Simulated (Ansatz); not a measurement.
# ZnS: an energy map of one atom

Aim: for ZnS, map the energy of atom 1 (Zn) over a plane.

Program: Ansatz 0.2.0. Level of theory: DFT PBE, scalar-relativistic, plane waves, PAW. These are calculated values, not measurements.

### Step 1. The system as given

It takes space group F-43m (No. 216, cubic). Conventional cell: a = 5.409 Å, b = 5.409 Å, c = 5.409 Å, α = 90.00°, β = 90.00°, γ = 90.00°. Zn (site symmetry -43m) has 4 S at 2.34 Å as nearest neighbours. S (site symmetry -43m) has 4 Zn at 2.34 Å as nearest neighbours.

As a file:

```cif
data_structure
_symmetry_space_group_name_H-M 'P 1'
_symmetry_Int_Tables_number 1
_cell_length_a 3.8250
_cell_length_b 3.8250
_cell_length_c 3.8250
_cell_angle_alpha 60.000
_cell_angle_beta 60.000
_cell_angle_gamma 60.000
_cell_volume 39.57
loop_
_atom_site_label
_atom_site_type_symbol
_atom_site_fract_x
_atom_site_fract_y
_atom_site_fract_z
_atom_site_occupancy
Zn1 Zn 0.00000 0.00000 0.00000 1
S1 S 0.75000 0.75000 0.75000 1
```

No relaxation comes first: the listed cell is the starting point.

### Step 2. The reference cell

The reference gives a free energy of -4222.7312 eV, pressure 1.37 GPa, largest force 0.000 eV/Å and gap on the mesh 2.10 eV. It was computed beforehand with the settings of the runs below.

### Step 3. The scan: an energy map of one atom

Atom 1 (Zn) is moved by p along (0.707, 0.707, 0.000) and q along (0.000, 0.000, 1.000) (Å), all else fixed; its images in the other cells move with it. Points alike by symmetry are run once.

### Step 4. p = -0.450, q = -0.450

input.yaml

```yaml
crystal:
  lattice:
    - [0.0, 2.70465, 2.70465]
    - [2.70465, 0.0, 2.70465]
    - [2.70465, 2.70465, 0.0]
  atoms:
    - { symbol: Zn, position: [-0.0831900616, -0.0831900616, -0.0344584518] }
    - { symbol: S, position: [0.75, 0.75, 0.75] }
basis:
  ecutwfc: 420
kpoints:
  mp_grid: { grid: [10, 10, 10] }
hamiltonian:
  xc: pbe
scf:
  occupations: { method: gaussian, width: 0.05 }
output:
  forces: true
  stress: true
  eigenvalues: true
```

The run is started by

```sh
$ ansatz run input.yaml --threads 1 --pin off --max-ram 2560MiB --backend cpu --events-out ev --progress --plain --runs-dir out
```

Further runs follow: p = -0.450, q = 0.000; p = -0.450, q = 0.450; p = 0.000, q = -0.450; point p = -0.450, q = -0.225; p = -0.450, q = 0.225; point p = -0.225, q = -0.450; At p = -0.225, q = 0.000; At p = -0.225, q = 0.450; point p = 0.000, q = -0.225; At p = -0.225, q = -0.225; point p = -0.225, q = 0.225.

Before running it: what results should come out? Wanted: highest point; lowest point away from the origin.

As calculated:

| quantity | value |
| --- | --- |
| highest point | 3.169 eV/cell at (p, q) = (-0.450, -0.450) |
| lowest point away from the origin | 0.143 eV/cell at (0.000, -0.225) |

In words: No computed point lies below the origin. Read as harmonic, the points at ±0.225 Å give force constants of 5.97 eV/Å² along p and 5.63 eV/Å² along q, so the site is nearly isotropic in this plane. The gap on the mesh runs from 1.85 to 2.18 eV over the map. Where forces pass 15 eV/Å atoms stand far too close, the PAW spheres overlap strongly and those numbers are rough.
